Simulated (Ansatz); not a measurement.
**Equation of state of Pd under HSE06**

```
Pd
1.0
    -1.57228    1.57228    1.57228
     1.57228   -1.57228    1.57228
     1.57228    1.57228   -1.57228
Pd
1
Direct
  0.00000 0.00000 0.00000
```

This isn't the form of Pd at room conditions, which is fcc.

The cell was scaled at fixed shape and fractions and run with Ansatz, Ansatz PAW, cutoff 420 eV; HSE06, k mesh 8 × 8 × 8 on the cell of 1 atom, fermi-dirac occupations of 0.05 eV, no spin polarisation, no spin-orbit coupling. The potentials were made for PBE. Energies are those that the program minimises, any entropy of the smearing included. For a metal such a mesh isn't converged to the digits shown.

```csv
V (Å³/atom),energy over the lowest row (meV/atom)
14.6143,6.25
14.9253,0.00
15.2362,?
15.5471,7.18
15.8581,18.70
16.1690,34.82
16.4800,54.83
```

Task: Fit the third-order Birch-Murnaghan form, give V0, B0 and B′, and predict the energy left open.

Result: With y = (V0/V)^(2/3), E = E0 + (9 V0 B0/16) [(y - 1)³ B′ + (y - 1)² (6 - 4y)]. Least squares through the rows shown give V0 = 15.0504 Å³/atom, E0 = -0.49 meV, B0 = 159.6 GPa (1 eV/Å³ = 160.218 GPa) and B′ = 5.66, with a largest miss of 0.07 meV, so B0 and B′ are loose. At V = 15.2362 the form with these constants gives 0.62 meV; the run gave 0.73 meV an atom.

The bcc curve has a single smooth minimum at 15.0504 Å³/atom, and its stiffness is that of a transition metal with substantial d bonding. Compression costs more than an equal expansion, as the positive B′ reflects: squeezing the atoms raises the kinetic energy and the repulsion between nearly filled d shells and cores, whereas expansion gradually weakens d-d overlap and sp-d hybridisation.

The open point lies close to the minimum and between computed neighbours, so the agreement between 0.62 and 0.73 meV supports the fit as an interpolation but hardly tests the curvature or its pressure derivative. With only two rows on the compressed side of V0, B′ leans heavily on the expanded branch, and extrapolation to high pressure would be unsafe. A minimum under uniform scaling shows neither that bcc Pd resists tetragonal shear towards fcc nor that a magnetic solution, which d-band narrowing could favour on expansion, lies higher in energy.
